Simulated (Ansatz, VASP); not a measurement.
# One calculation of AlN, two programs

```xyz
4
Lattice="3.0363 0.0000 0.0000 -1.5182 2.6295 0.0000 0.0000 0.0000 4.8675" Properties=species:S:1:pos:R:3 pbc="T T T"
Al    1.5182    0.8765    2.4288
Al    0.0000    1.7530    4.8626
N     1.5182    0.8765    4.2883
N     0.0000    1.7530    1.8546
```

Change from the starting cell: equal strain along all axes, cell held, atoms relaxed: -3.0 %.

Alike in both runs: functional PBE; k mesh 12 × 12 × 6; occupations gaussian, width 0.02 eV; no spin polarisation.

Ansatz relaxed the structure, and its values are those at the end. VASP's run is a single point on that final structure, the one shown.

|  | VASP | Ansatz |
| --- | --- | --- |
| version | VASP 6.6.1 | Ansatz 0.2.0 |
| potentials or method | VASP PAW PBE potentials, release 64 (Al, N) | scalar-relativistic, plane waves, PAW |
| plane-wave cutoff (eV) | 520 | 420 |
| valence electrons in the cell | 16 | 16 |

|  | VASP | Ansatz | Ansatz less VASP |
| --- | --- | --- | --- |
| gap on the k mesh at the Fermi level (eV) | 4.86 | 4.84 | -0.015 |
| least direct gap on the mesh (eV) | 4.86 | 4.84 | -0.015 |
| pressure (GPa) | 20.9 | 21.1 | +0.20 |

Ansatz warned: «stress_scf_threshold_loose».

Caveats: so large a pressure means that the cell lies far from this level's equilibrium, or that cutoff or potentials fall short (VASP). A k mesh can miss the band edges.
